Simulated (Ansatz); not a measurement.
# Equation of state of LuH2 under PBEsol

```
CELL_PARAMETERS angstrom
0.00000 2.51650 2.51650
2.51650 0.00000 2.51650
2.51650 2.51650 0.00000
ATOMIC_POSITIONS crystal
Lu 0.00000 0.00000 0.00000
H 0.75000 0.75000 0.75000
H 0.25000 0.25000 0.25000
```

The cell was scaled at fixed shape and fractions and run with Ansatz, all-electron LAPW, scalar-relativistic; PBEsol, k mesh 9 × 9 × 9 on the cell of 3 atoms, fermi-dirac occupations of 0.05 eV, no spin polarisation, no spin-orbit coupling. Energies are those that the program minimises, any entropy of the smearing included. For a metal such a mesh isn't converged to the digits shown.

```csv
V (Å³/atom),energy over the lowest row (meV/atom)
9.9868,0.85
10.1993,0.00
10.4118,1.82
10.6243,6.04
10.8368,?
11.0493,20.83
11.2617,31.00
```

Fit the third-order Birch-Murnaghan form, give V0, B0 and B′, and predict the energy left open.

With y = (V0/V)^(2/3), E = E0 + (9 V0 B0/16) [(y - 1)³ B′ + (y - 1)² (6 - 4y)]. Least squares through the rows shown give V0 = 10.1575 Å³/atom, E0 = -0.05 meV, B0 = 97.72 GPa (1 eV/Å³ = 160.218 GPa) and B′ = 3.76, with a largest miss of 0.00 meV. At V = 10.8368 the form with these constants gives 12.45 meV; the run gave 12.45 meV an atom. Measured volume: 10.62 Å³/atom (pmc:10396964, doi:10.1038/s41586-023-06162-w), so the fit lies -4.4 % from it. The runs are for a static lattice.
